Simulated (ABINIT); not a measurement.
Runs of ABINIT 10.8.3 (patched build) on MgB2. It takes space group P6/mmm (No. 191, hexagonal). Conventional cell: a = 3.085 Å, b = 3.085 Å, c = 3.523 Å, α = 90.00°, β = 90.00°, γ = 120.00°. Around Mg (site symmetry 6/mmm) lie 12 B at 2.51 Å. Around B (site symmetry -6m2) lie 3 B at 1.78 Å. 

```csv
task,level,potentials or basis,cell,k mesh,cutoff (eV),cell freedom (optcell),cutoff smearing ecutsm (Ha),optimiser (ionmov),force stop (Ha/bohr),fine-grid cutoff,mesh quality,gap on the mesh (eV),pressure (GPa),V0 of scaled cells (Å³/atom),B0 (GPa)
relaxation of cell and atoms,RPBE,JTH PAW PBE v2.0,relaxed to 5 GPa,10 × 10 × 8,408,2,0.5,2,0.0002,816.342 eV,not flagged,none,-,-,-
band structure,LDA,PseudoDojo NC SR LDA v0.4 stringent,as given,10 × 10 × 8,1143,-,-,-,-,-,not flagged,none,-7.3,-,-
equation of state,revPBE,JTH PAW PBE v2.0,as given,10 × 10 × 8,408,-,-,-,-,816.342 eV,not flagged,-,-,(b),(a)
band structure,SOGGA,JTH PAW PBE v2.0,as given,10 × 10 × 8,408,-,-,-,-,816.342 eV,not flagged,none,-,-,-
equation of state,LDA,JTH PAW LDA v2.0,as given,10 × 10 × 8,408,-,-,-,-,816.342 eV,not flagged,-,-,9.23,162
single point,r2SCAN,JTH PAW PBE v2.0,as given,4 × 4 × 3,490,-,-,-,-,979.61 eV,coarse,none,-,-,-
band structure,LDA,PseudoDojo NC SR LDA v0.4.1 standard,as given,10 × 10 × 8,1143,-,-,-,-,-,not flagged,none,-7.3,-,-
band structure,HCTH407,JTH PAW PBE v2.0,as given,10 × 10 × 8,408,-,-,-,-,816.342 eV,not flagged,none,-,-,-
equation of state,AM05,JTH PAW PBE v2.0,as given,10 × 10 × 8,408,-,-,-,-,816.342 eV,not flagged,-,-,9.50,155
```

Alike in all rows: no spin polarisation; smearing fermi-dirac 0.05 eV.

Task: Fill in the values left out.

Result: (a) 147; (b) 9.80.

Caveats: some runs use coarse meshes; the atomic spheres overlap (some runs); the PAW data sets were made with another functional, which shifts forces and pressure a little (some runs); pressures at fixed basis lie under the slope of the energies (some runs); the cell was scaled at fixed shape and fractional positions, which overstates the stiffness of a crystal with free parameters, most of all of layers and chains (some runs).

A gap of «none» marks a metal or a gap under the smearing width.

Runs at the PBE level aren't shown here.
